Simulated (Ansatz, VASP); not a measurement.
## One calculation of Ti, two programs

INCAR

```
ALGO = Normal ; EDIFF = 1E-7
ENCUT = 520 ; GGA = PS
ISIF = 2 ; ISMEAR = -1
LASPH = True ; LCHARG = False
LREAL = False ; LWAVE = False
NBANDS = 19 ; NELM = 100
PREC = Accurate ; SIGMA = 0.05
```

File KPOINTS:

```
k-points
0
Gamma
  6 6 3
```

POSCAR

```
Ti
1.0
    2.9500000000      0.0000000000      0.0000000000
   -1.4750000000      2.5547749412      0.0000000000
    0.0000000000      0.0000000000      4.6800000000
Ti
2
Direct
    0.6666666667      0.3333333333      0.7500000000
    0.3333333333      0.6666666667      0.2500000000
```

The input input.yaml:

```yaml
crystal:
  lattice:
    - [2.95, 0.0, 0.0]
    - [-1.475, 2.5547749412, 0.0]
    - [0.0, 0.0, 4.68]
  atoms:
    - { symbol: Ti, position: [0.6666666667, 0.3333333333, 0.75] }
    - { symbol: Ti, position: [0.3333333333, 0.6666666667, 0.25] }
hamiltonian:
  xc: pbesol
  pseudopotentials: { kind: paw }
kpoints:
  mp_grid: { grid: [6, 6, 3] }
  band_path:
    path:
      - [[0.0, 0.0, 0.0], [0.5, 0.0, 0.0], [0.3333333333, 0.3333333333, 0.0], [0.0, 0.0, 0.0], [0.0, 0.0, 0.5], [0.5, 0.0, 0.5], [0.3333333333, 0.3333333333, 0.5], [0.0, 0.0, 0.5]]
      - [[0.5, 0.0, 0.5], [0.5, 0.0, 0.0]]
      - [[0.3333333333, 0.3333333333, 0.0], [0.3333333333, 0.3333333333, 0.5]]
    npoints: 14
scf:
  occupations: { method: fermi_dirac, width: 0.05 }
  n_extra_bands: 6
output:
  forces: true
  stress: true
  eigenvalues: true
  fatbands: false
```

Alike in both runs: functional PBEsol; k mesh 6 × 6 × 3; occupations fermi-dirac, width 0.05 eV; no spin polarisation.

```csv
,VASP,Ansatz
version,VASP 6.6.1,Ansatz 0.2.0
potentials or method,"VASP PAW PBE potentials, release 64 (Ti_sv)",Ansatz PAW
plane-wave cutoff (eV),520,420
valence electrons in the cell,24,24
task,single point,band structure
```

|  | VASP | Ansatz | Ansatz less VASP |
| --- | --- | --- | --- |
| gap on the k mesh at the Fermi level (eV) | none | none | - |
| pressure (GPa) | -5.5 | -5.2 | +0.21 |
| largest component of the traceless stress (GPa) | 0.15 | 0.15 | +0.001 |

A gap of «none» marks a metal or a gap that the smearing closes. With one functional, cell and mesh, what is left measures potentials, basis and numerics.

Caveats: the k mesh is coarse (spacing up to 0.45 Å⁻¹), so the values aren't converged; the PAW data sets were made with another functional, which shifts forces and pressure a little (VASP); the PAW data sets come from PBE, with cores solved anew for the run's functional, which leaves a small shift of forces and pressure (Ansatz).
